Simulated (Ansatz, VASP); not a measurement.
**Al: VASP beside Ansatz**

```
Al
1.0
    -1.58920    1.64582    1.61751
     1.58920   -1.64582    1.61751
     1.58920    1.64582   -1.61751
Al
1
Direct
  0.00000 0.00000 0.00000
```

Change from the starting cell: engineering shear strain xy +0.0000, strain +e along x and -e along y -0.0175.

Alike in both runs: task single point; functional PBE; k mesh 20 × 20 × 20; occupations gaussian, width 0.15 eV; no spin polarisation.

```csv
,VASP,Ansatz
version,VASP 6.6.1,Ansatz 0.2.0
potentials or method,"VASP PAW PBE potentials, release 64 (Al)","scalar-relativistic, plane waves, PAW"
plane-wave cutoff (eV),520,420
valence electrons in the cell,3,3
```

```tsv
	VASP	Ansatz	Ansatz less VASP
gap on the k mesh at the Fermi level (eV)	none	none	-
pressure (GPa)	0.0	0.0	+0.02
largest component of the traceless stress (GPa)	0.71	0.71	0.000
```

A gap of «none» marks a metal or a gap that the smearing closes. With one functional, cell and mesh, what is left measures potentials, basis and numerics.
